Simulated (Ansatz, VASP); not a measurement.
This is a calculation of TaAs for VASP 6.6.1.

INCAR

```
SYSTEM = TaAs
ALGO = Normal
EDIFF = 1E-7
ENCUT = 520
GGA = PE
ISIF = 2
ISMEAR = -1
LASPH = .TRUE.
LCHARG = .FALSE.
LREAL = .FALSE.
LWAVE = .FALSE.
NBANDS = 24
NELM = 80
PREC = Accurate
SIGMA = 0.05
```

KPOINTS

```
k-points
0
G
  11 11 11
  0 0 0
```

File POSCAR:

```
TaAs
1.0
   -1.7444713995      1.7444713995      5.9451601484
    1.7444713995     -1.7444713995      5.9451601484
    1.7444713995      1.7444713995     -5.9451601484
Ta As
2 2
Direct
    0.4999673000      0.4999673000      0.0000000000
    0.2499673000      0.7499673000      0.5000000000
    0.0826321200      0.0826321200      0.0000000000
    0.8326321200      0.3326321200      0.5000000000
```

Potentials or basis: VASP PAW PBE potentials, release 64 (Ta_pv, As).

The run is started by

```bash
$ cat potpaw_PBE.64/Ta_pv/POTCAR potpaw_PBE.64/As/POTCAR > POTCAR
$ mpirun -np 1 vasp_std > vasp.out
```

**Question.** Translate it to Ansatz 0.2.0. Potentials there: Ansatz PAW.

**Answer.** As run (the cutoff follows the program's own potentials):

input.yaml

```yaml
crystal:
  lattice:
    - [-1.7444713995, 1.7444713995, 5.9451601484]
    - [1.7444713995, -1.7444713995, 5.9451601484]
    - [1.7444713995, 1.7444713995, -5.9451601484]
  atoms:
    - { symbol: Ta, position: [0.4999673, 0.4999673, 0.0] }
    - { symbol: Ta, position: [0.2499673, 0.7499673, 0.5] }
    - { symbol: As, position: [0.08263212, 0.08263212, 0.0] }
    - { symbol: As, position: [0.83263212, 0.33263212, 0.5] }
hamiltonian:
  xc: pbe
  pseudopotentials: { kind: paw }
kpoints:
  mp_grid: { grid: [11, 11, 11] }
scf:
  occupations: { method: fermi_dirac, width: 0.05 }
output:
  forces: true
  stress: true
  eigenvalues: true
```

Potentials or basis: Ansatz PAW.

Launch:

```bash
$ ansatz run input.yaml --threads 1 --pin off --max-ram 3584MiB --backend cpu --events-out ev --progress --plain --runs-dir out
```

Both were run:

|  | VASP | Ansatz | Ansatz less VASP |
| --- | --- | --- | --- |
| gap on the k mesh at the Fermi level (eV) | none | none | - |
| pressure (GPa) | -4.2 | -4.6 | -0.37 |
| largest component of the traceless stress (GPa) | 0.07 | 0.02 | -0.058 |
| rms of the force components (eV/Å) | 0.005 | 0.004 | -0.0009 |

Atom by atom the forces differ by 0.001 eV/Å (rms over components). A gap of «none» marks a metal or a gap that the smearing closes. The two sets of potentials don't hold the same shells in valence.

The runs have no spin-orbit coupling, so splittings on Ta are missing.
